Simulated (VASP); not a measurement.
## MgO under changes of volume

One of the cells (10.216 Å³/atom); the others are scaled copies at fixed shape and fractional positions:

```xyz
2
Lattice="2.9575 0.0000 0.0000 -1.4787 2.5613 0.0000 0.0000 0.0000 2.6974" Properties=species:S:1:pos:R:3 pbc="T T T"
Mg    0.0000    0.0000    0.0000
O     0.0000    1.7075    1.3487
```

Measurements of this composition are mostly on another form, of space group No. 225.

```yaml
Program: VASP 6.6.1
Functional: r2SCAN
Potentials_or_basis: VASP PAW PBE potentials, release 64 (Mg, O)
Cutoff: 520 eV
k_mesh: 10 × 10 × 10
Occupations: fermi-dirac, width 0.05 eV
Spin: no spin polarisation
```

| volume (Å³/atom) | energy over the lowest point (meV/atom) | pressure (GPa) | gap on the mesh (eV) |
| --- | --- | --- | --- |
| 9.415 | ? | ? | ? |
| 9.615 | 0.00 | -0.4 | 4.09 |
| 9.816 | 2.14 | -3.5 | 3.92 |
| 10.216 | 17.14 | -8.8 | 3.61 |
| 10.417 | 29.27 | -11.0 | 3.47 |
| 10.617 | 44.09 | -13.0 | 3.33 |

Task: What does the run at 9.415 Å³/atom give?

Result: Energy over the lowest point 1.95 meV/atom; pressure 3.1 GPa; gap on the mesh 4.26 eV.

Worked out: A Birch-Murnaghan fit of order 3 (a polynomial in V^(-2/3)) to the other rows has its minimum at 9.61 Å³/atom, just outside them, with B0 = V·E''(V) = 158 GPa and B' = 4.2 at fixed shape and positions, which overstates the stiffness. It gives 1.96 meV/atom at 9.415 Å³/atom, against the run's 1.95, and -dE/dV = 3.3 GPa, against 3.1. A straight line through the other rows of the gap, of slope -7.66 eV per unit of ln V, extrapolates to 4.24 eV, against the run's 4.26.

Energies are extrapolated to zero smearing.

Caveats: the PAW data sets were made with another functional, which shifts forces and pressure a little.

A mesh can miss the band edges.
